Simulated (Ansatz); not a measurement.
# TiSi2 (Immm) in Ansatz: a series of runs

Runs on TiSi2. Level: PBEsol. Tasks: single point.

Everything below comes from runs of Ansatz 0.2.0. Logs are shortened: lines on timing, memory, paths and dates and some standing lists are left out, and cuts for length are marked.

## Step 1: The structure

The structure is orthorhombic, space group Immm (No. 71). The conventional cell has a = 2.946 Å, b = 3.424 Å, c = 8.424 Å, α = 90.00°, β = 90.00°, γ = 90.00°. Ti (site symmetry mmm) is surrounded by 10 Si at 2.67 to 2.78 Å and 2 Ti at 2.95 Å. Around Si (site symmetry mm2) lie 7 Si at 2.63 to 2.95 Å and 5 Ti at 2.67 to 2.78 Å.

The cell comes from a database or a generator and needn't be the stable form of this composition.

## Step 2: Single point, PBEsol, 13.31 Å³/atom (volume scaled by 0.94)

Input file input.yaml:

```yaml
crystal:
  lattice:
    - [-1.4428049511, 1.6771787643, 4.1260979956]
    - [1.4428049511, -1.6771787643, 4.1260979956]
    - [1.4428049511, 1.6771787643, -4.1260979956]
  atoms:
    - { symbol: Ti, position: [0.0, 0.0, 0.0] }
    - { symbol: Si, position: [0.670078, 0.670078, 0.0] }
    - { symbol: Si, position: [0.329922, 0.329922, 0.0] }
kpoints:
  mp_grid: { grid: [12, 12, 12] }
scf:
  occupations: { method: fermi_dirac, width: 0.05 }
hamiltonian:
  xc: pbesol
  pseudopotentials: { kind: all_electron, lapw: { basis_error: 0.001 } }
output:
  forces: true
  stress: true
  eigenvalues: true
```

Potentials or basis: all-electron LAPW, scalar-relativistic.

The run is started by

```sh
$ ansatz run input.yaml --threads 2 --pin off --max-ram 8192MiB --backend cpu --events-out ev --progress --plain --runs-dir out
```

The program printed:

```text
Warning: RAYON_NUM_THREADS=2 ignored (pool sized by the plan → 2); use --threads N
LAPW: plane waves up to 7.722 Å⁻¹, error target 1.0e-3 eV per atom; small_component_spin mean_spin; Si in spheres of 1.177 Å, 12 of its electrons in bands, Dirac shells []; Ti in spheres of 1.443 Å, 12 of its electrons in bands, Dirac shells [] (how accurate: hamiltonian.pseudopotentials.lapw.basis_error, Limitations)
Engine: ansatz 0.2.0, aarch64-unknown-linux-gnu
Pseudopotentials: kind: all_electron
Pseudopotential: Ti, LAPW, valence charge 12, lapw/all_electron/scalar/gaussian/Ti, Koelling and Harmon's equation, gaussian nucleus
Pseudopotential: Si, LAPW, valence charge 12, lapw/all_electron/scalar/gaussian/Si, Koelling and Harmon's equation, gaussian nucleus
Functional definition: PBEsol
  exchange = pbesol_x
  correlation = pbesol_c
Crystal: 3 atoms, lattice volume = 39.938 Å³
Basis set: ecut = 227.1703944336121 eV, 317 PW (Γ), FFT grids on a1+a3, a2+a3, a3, exchange–correlation at level 2
Bands: 22, of which v1, the nominal top of the filled ones, is band 18 counted from 1 (17 counted from 0)
Symmetry: 8 space group operations
Space group: Immm (ITA 71), of the structure as read, at distance tolerance 3.4e-5 Å
k-points: 280 of 1728
Non-local potential: Ti, projectors of the file, none
Non-local potential: Si, projectors of the file, none
Initial density: superposition of atomic densities (chi_scale 0.1, normalization cell, long waves kept (reshape's long-wave potential 0.00 eV rms))
Initial wavefunctions: plane waves of lowest kinetic energy (no species holds an atomic orbital)
Functional: x = pbesol(κ = 0.804, μ = 0.12345679012345678), c = pbesol(β = 0.046)
iter 1 solved again at ethr=1.17e-3 eV; its pass at ethr=1.00e-1 eV (dr2=4.21e-1 eV) is discarded
SCF iter   1: F=—  HF=-38965.249048 eV  |F-HF|=—  |Δ(HF+E_count)|=         —  Δρ=2.50e-2  dr2=4.20e-1  ethr=1.17e-3  ⟨swp⟩=2.3  Hψ=42865  notcnv=0
preconditioner: auto → Kerker (q_TF=auto, 2.681 Å⁻¹)  [metal: Δε(μ)=0.012 eV  Ē_g=6.996 eV  σ=0.050 eV  W_gap=0.06  n_scr=10 (ndim 8)  ℏωp=20.4 eV  f_vac=0.000  D(μ)=1.25/eV (n_scr^D=10)]
SCF iter   2: F=—  HF=-38965.099608 eV  |F-HF|=—  |Δ(HF+E_count)|=   1.49e-1  Δρ=1.99e-2  dr2=4.00e-1  ethr=1.17e-3  ⟨swp⟩=2.0  Hψ=18491  notcnv=0
iter 3 solved again at ethr=6.17e-5 eV; its pass at ethr=1.11e-3 eV (dr2=2.22e-2 eV) is discarded
SCF iter   3: F=—  HF=-38965.030878 eV  |F-HF|=—  |Δ(HF+E_count)|=   6.87e-2  Δρ=8.19e-3  dr2=2.21e-2  ethr=6.17e-5  ⟨swp⟩=2.0  Hψ=31654  notcnv=0
SCF iter   4: F=—  HF=-38964.991433 eV  |F-HF|=—  |Δ(HF+E_count)|=   3.94e-2  Δρ=3.87e-3  dr2=1.28e-2  ethr=6.13e-5  ⟨swp⟩=2.6  Hψ=18763  notcnv=0
SCF iter   5: F=—  HF=-38964.988123 eV  |F-HF|=—  |Δ(HF+E_count)|=         —  Δρ=4.25e-4  dr2=7.71e-5  ethr=3.55e-5  ⟨swp⟩=2.6  Hψ=17700  notcnv=0
the basis was enlarged: its passes take 142.4 KiB over the memory plan, 2 of 2 planned eigensolver slots
SCF iter   6: F=—  HF=-38964.988079 eV  |F-HF|=—  |Δ(HF+E_count)|=   4.43e-5  Δρ=2.39e-4  dr2=3.61e-5  ethr=2.14e-7  ⟨swp⟩=3.0  Hψ=18523  notcnv=0
SCF iter   7: F=—  HF=-38964.988072 eV  |F-HF|=—  |Δ(HF+E_count)|=   7.09e-6  Δρ=4.98e-5  dr2=1.19e-6  ethr=1.00e-7  ⟨swp⟩=2.0  Hψ=17407  notcnv=0
SCF iter   8: F=—  HF=-38964.988072 eV  |F-HF|=—  |Δ(HF+E_count)|=   3.52e-8  Δρ=1.84e-5  dr2=2.57e-7  ethr=3.29e-9  ⟨swp⟩=2.0  Hψ=17407  notcnv=0
SCF iter   9: F=-38964.988072 eV  HF=-38964.988072 eV  |F-HF|=8.36e-9  |Δ(HF+E_count)|=   6.24e-8  Δρ=3.78e-6  dr2=7.51e-9  ethr=7.14e-10  ⟨swp⟩=2.0  Hψ=17407  notcnv=0
SCF 1 converged in 9 iterations: F = -38964.988072 eV  dr2 = 7.51e-9
SCF converged after 9 iterations
Free energy (F): -38964.988072 eV
Harris-Foulkes:  -38964.988072 eV  (|F-HF|=8.36e-9)
Internal energy: -38964.977728 eV  (E = F + TS)
E sigma→0 (E₀):  -38964.982900 eV
Entropy (-TS):   -0.010343 eV (-3.448 meV/atom)
Fermi energy:    14.670049 eV
--- Per-component energies (eV) ---
  E_band       = -1439.153860
  E_kinetic    = 39230.207473
  E_xc         = -2233.655945
  E_electrostatic = -75961.529256  (all electrons and nuclei)
  E_smearing   = -0.010343  (= −TS)
  E_closure    = 0.000000  (closes the sum)
  E_atoms      = -38944.776742  (free atoms, spherical and without spin; not in F)
  Σ components = -38964.988072   (vs F -38964.988072, Δ=0.00e0)
  Basis errors (estimates in eV, not in F): energy 2.3e-4 per atom: plane waves 1.8e-4 (9.5e-5 summed), levels above the bands 1.1e-35, relativity 6.9e-9, radial functions 4.3e-5, core shells 2.7e-8; eigenvalues (radial functions only) 1.4e-6; not estimated: angular momenta, meshes, grids; target (lapw.basis_error) 1.0e-3; muffin-tin radii Si 1.177 Å, Ti 1.443 Å
--- Forces (eV/Å), atoms counted from 1 ---
  atom   1  Ti     0.00000000     0.00000000    -0.00000000
  atom   2  Si     0.00000000    -0.00000000    -0.02441203
  atom   3  Si     0.00000000     0.00000000     0.02441203
  max |Σ_I F_I| component: 6.94e-18 eV/Å
--- Stress (GPa, compression-positive) ---
        5.860693       0.000000       0.000000
        0.000000       6.060078       0.000000
        0.000000       0.000000       5.552098
  P = ⅓ Tr σ = 5.8243 GPa (58.243 kbar)
--- Band table (eV; the first three rows and the last of 280) ---
  k-point 0: bands = ["-118.7919", "-118.7898", "-75.0990", "-75.0940", "-75.0662", "-75.0630", "-75.0607", "-75.0558", "-41.1233", "-17.5948", "-17.5599", "-17.2774", "1.7066", "9.6785", "10.6100", "12.4195", "13.9555", "15.5000", "16.8299", "17.2721", "18.0373", "18.7806"]
  k-point 1: bands = ["-118.7918", "-118.7898", "-75.0990", "-75.0944", "-75.0661", "-75.0631", "-75.0605", "-75.0559", "-41.1195", "-17.5903", "-17.5651", "-17.3062", "1.9253", "9.8630", "10.4885", "12.2339", "13.9464", "14.9277", "16.4142", "17.1415", "18.5825", "18.7170"]
  k-point 2: bands = ["-118.7916", "-118.7900", "-75.0989", "-75.0953", "-75.0658", "-75.0632", "-75.0600", "-75.0564", "-41.1090", "-17.5783", "-17.5783", "-17.3837", "2.5692", "10.1595", "10.3203", "11.8517", "13.9024", "13.9407", "15.1761", "17.5236", "18.5291", "18.9574"]
  k-point 279: bands = ["-118.7917", "-118.7899", "-75.0991", "-75.0939", "-75.0647", "-75.0632", "-75.0622", "-75.0556", "-41.1230", "-17.6098", "-17.5609", "-17.2779", "2.9328", "5.5962", "13.2633", "13.3798", "14.2445", "15.1523", "16.7988", "17.3355", "17.3462", "18.6481"]
```

Wall time 24 s (2 threads of Arm Neoverse V2, shared host); peak memory 0.82 GiB.

What came out:

```
Free energy            : -38964.9881 eV
Pressure               : 5.8 GPa
Largest force          : 0.024 eV/Å
Band gap on the k mesh : none (metal or under the smearing width)
```

## Step 3: Single point, PBEsol, 13.60 Å³/atom (volume scaled by 0.96)

input.yaml: that of step 2 with these lines changed.

```diff
@@ -2,5 +2,5 @@
   lattice:
-    - [-1.4428049511, 1.6771787643, 4.1260979956]
-    - [1.4428049511, -1.6771787643, 4.1260979956]
-    - [1.4428049511, 1.6771787643, -4.1260979956]
+    - [-1.4529658841, 1.6889902715, 4.1551559811]
+    - [1.4529658841, -1.6889902715, 4.1551559811]
+    - [1.4529658841, 1.6889902715, -4.1551559811]
   atoms:
```

Potentials or basis: all-electron LAPW, scalar-relativistic.

The run is started by

```sh
$ ansatz run input.yaml --threads 2 --pin off --max-ram 8192MiB --backend cpu --events-out ev --progress --plain --runs-dir out
```

Wall time 24 s (2 threads of Arm Neoverse V2, shared host); peak memory 0.83 GiB.

The run converged. Its results:

- Free energy: -38965.0095 eV
- Pressure: 2.3 GPa
- Largest force: 0.039 eV/Å
- Band gap on the k mesh: none (metal or under the smearing width)

## Step 4: Single point, PBEsol, 13.88 Å³/atom (volume scaled by 0.98)

input.yaml: that of step 3 with these lines changed.

```diff
@@ -2,5 +2,5 @@
   lattice:
-    - [-1.4529658841, 1.6889902715, 4.1551559811]
-    - [1.4529658841, -1.6889902715, 4.1551559811]
-    - [1.4529658841, 1.6889902715, -4.1551559811]
+    - [-1.4629866552, 1.7006388484, 4.1838131348]
+    - [1.4629866552, -1.7006388484, 4.1838131348]
+    - [1.4629866552, 1.7006388484, -4.1838131348]
   atoms:
```

The run is started by

```sh
$ ansatz run input.yaml --threads 2 --pin off --max-ram 8192MiB --backend cpu --events-out ev --progress --plain --runs-dir out
```

Wall time 23 s (2 threads of Arm Neoverse V2, shared host); peak memory 0.8 GiB.

The run converged. Its results:

```yaml
Free_energy: -38965.0134 eV
Pressure: -0.8 GPa
Largest_force: 0.053 eV/Å
Band_gap_on_the_k_mesh: none (metal or under the smearing width)
```

## Step 5: Single point, PBEsol, 14.16 Å³/atom

input.yaml: that of step 4 with these lines changed.

```diff
@@ -2,5 +2,5 @@
   lattice:
-    - [-1.4629866552, 1.7006388484, 4.1838131348]
-    - [1.4629866552, -1.7006388484, 4.1838131348]
-    - [1.4629866552, 1.7006388484, -4.1838131348]
+    - [-1.472872, 1.71213, 4.212083]
+    - [1.472872, -1.71213, 4.212083]
+    - [1.472872, 1.71213, -4.212083]
   atoms:
```

The run is started by

```sh
$ ansatz run input.yaml --threads 2 --pin off --max-ram 8192MiB --backend cpu --events-out ev --progress --plain --runs-dir out
```

It took 23 s on 2 threads of Arm Neoverse V2, shared host; peak memory 0.8 GiB.

It converged, with:

```
Free energy            : -38965.0015 eV
Pressure               : -3.6 GPa
Largest force          : 0.067 eV/Å
Band gap on the k mesh : none (metal or under the smearing width)
```

## Step 6: Single point, PBEsol, 14.45 Å³/atom (volume scaled by 1.02)

input.yaml: that of step 5 with these lines changed.

```diff
@@ -2,5 +2,5 @@
   lattice:
-    - [-1.472872, 1.71213, 4.212083]
-    - [1.472872, -1.71213, 4.212083]
-    - [1.472872, 1.71213, -4.212083]
+    - [-1.4826264035, 1.7234689397, 4.2399784024]
+    - [1.4826264035, -1.7234689397, 4.2399784024]
+    - [1.4826264035, 1.7234689397, -4.2399784024]
   atoms:
```

Potentials or basis: all-electron LAPW, scalar-relativistic.

The run is started by

```sh
$ ansatz run input.yaml --threads 2 --pin off --max-ram 8192MiB --backend cpu --events-out ev --progress --plain --runs-dir out
```

Run time: 23 s. Hardware: 2 threads of Arm Neoverse V2, shared host; peak memory 0.8 GiB.

It converged, with:

```
Free energy            : -38964.9754 eV
Pressure               : -6.2 GPa
Largest force          : 0.081 eV/Å
Band gap on the k mesh : none (metal or under the smearing width)
```

## Step 7: Single point, PBEsol, 14.73 Å³/atom (volume scaled by 1.04)

input.yaml: that of step 6 with these lines changed.

```diff
@@ -2,5 +2,5 @@
   lattice:
-    - [-1.4826264035, 1.7234689397, 4.2399784024]
-    - [1.4826264035, -1.7234689397, 4.2399784024]
-    - [1.4826264035, 1.7234689397, -4.2399784024]
+    - [-1.4922541174, 1.7346606101, 4.2675115011]
+    - [1.4922541174, -1.7346606101, 4.2675115011]
+    - [1.4922541174, 1.7346606101, -4.2675115011]
   atoms:
```

The run is started by

```sh
$ ansatz run input.yaml --threads 2 --pin off --max-ram 8192MiB --backend cpu --events-out ev --progress --plain --runs-dir out
```

Run time: 23 s. Hardware: 2 threads of Arm Neoverse V2, shared host; peak memory 0.79 GiB.

It converged, with:

| Property | Result |
| --- | --- |
| Free energy | -38964.9367 eV |
| Pressure | -8.4 GPa |
| Largest force | 0.094 eV/Å |
| Band gap on the k mesh | none (metal or under the smearing width) |

## Step 8: Single point, PBEsol, 15.01 Å³/atom (volume scaled by 1.06)

input.yaml: that of step 7 with these lines changed.

```diff
@@ -2,5 +2,5 @@
   lattice:
-    - [-1.4922541174, 1.7346606101, 4.2675115011]
-    - [1.4922541174, -1.7346606101, 4.2675115011]
-    - [1.4922541174, 1.7346606101, -4.2675115011]
+    - [-1.501759177, 1.7457097017, 4.2946938359]
+    - [1.501759177, -1.7457097017, 4.2946938359]
+    - [1.501759177, 1.7457097017, -4.2946938359]
   atoms:
```

The run is started by

```sh
$ ansatz run input.yaml --threads 2 --pin off --max-ram 8192MiB --backend cpu --events-out ev --progress --plain --runs-dir out
```

Run time: 24 s. Hardware: 2 threads of Arm Neoverse V2, shared host; peak memory 0.8 GiB.

The run converged. Its results:

```yaml
Free_energy: -38964.8865 eV
Pressure: -10.5 GPa
Largest_force: 0.107 eV/Å
Band_gap_on_the_k_mesh: none (metal or under the smearing width)
```
